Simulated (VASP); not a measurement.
A run of VASP 6.6.1 is set up as follows.

Contents of INCAR:

```
SYSTEM = TiC
PREC     = Accurate       ! precision mode
ENCUT    = 520            ! plane-wave cutoff, eV
EDIFF    = 0.05           ! SCF threshold, eV
ISMEAR   = 0              ! smearing method
SIGMA    = 0.1            ! smearing width, eV
LREAL    = .FALSE.        ! projectors in reciprocal space
LASPH    = .TRUE.         ! aspherical terms in the spheres
NELM     = 60             ! most SCF steps
ALGO     = Normal         ! electronic algorithm
ISIF     = 3              ! what is computed and relaxed
LWAVE    = .FALSE.        ! write WAVECAR
LCHARG   = .FALSE.        ! write CHGCAR
GGA      = PE             ! functional
IBRION   = 2              ! ionic algorithm
NSW      = 80             ! ionic steps
EDIFFG   = -0.002         ! ionic threshold
```

The input KPOINTS:

```
regular mesh
0
G
  16 16 16
  0 0 0
```

The input POSCAR:

```
TiC
1.0
    0.0000000000      2.1593000000      2.1593000000
    2.1593000000      0.0000000000      2.1593000000
    2.1593000000      2.1593000000      0.0000000000
Ti C
1 1
Direct
    0.0000000000      0.0000000000      0.0000000000
    0.5000000000      0.5000000000      0.5000000000
```

Potentials or basis: VASP PAW PBE potentials, release 64 (Ti_sv, C).

Command:

```console
$ cat potpaw_PBE.64/Ti_sv/POTCAR potpaw_PBE.64/C/POTCAR > POTCAR
$ mpirun -np 1 vasp_std > vasp.out
```

Question: What does it give for the relaxed cell?

Answer: a = 3.065 Å, b = 3.065 Å, c = 3.065 Å, α = 60.00°, β = 60.00°, γ = 60.00°.

Question: Predict the band gap on the k mesh.

Answer: None (metal or under the smearing width).

Question: Predict the space group after relaxing (to 0.05 Å).

Answer: Fm-3m (No. 225).

Question: Predict the relaxed volume.

Answer: 10.18 Å³/atom.

Step by step:
```
step  energy change (eV)  largest force (eV/Å)  pressure (GPa)  volume (Å³)
   1              0.0000                0.0000          -23.37        20.14
   3              0.0396                0.0000           21.32        19.53
   5              0.0102                0.0000            8.58        19.98
   7              0.0055                0.0000            6.48        20.10
   9              0.0038                0.0000            4.79        20.13
  11              0.0033                0.0000            3.25        20.13
  13              0.0033                0.0000            2.77        20.14
  15              0.0033                0.0000            2.78        20.14
  17              0.0033                0.0000            2.77        20.14
  19              0.0033                0.0000            2.76        20.14
  21              0.0920                0.0000           -5.34        21.80
  23              0.0112                0.0000          -18.04        20.74
  25              0.0048                0.0000           -6.03        20.58
  27              0.0032                0.0000           -4.22        20.55
  29              0.0012                0.0000           -4.61        20.38
  31              0.0016                0.0000           -1.01        20.32
  33              0.0015                0.0000           -0.05        20.31
  35              0.0014                0.0000            0.17        20.32
  37              0.0013                0.0000           -0.39        20.37
  39              0.0014                0.0000           -0.32        20.36
  41              0.0014                0.0000           -0.09        20.36
  43              0.0014                0.0000           -0.01        20.36
```

PBE usually gives volumes a little too large and moduli too small. Zero-point motion and thermal expansion aren't in these numbers.
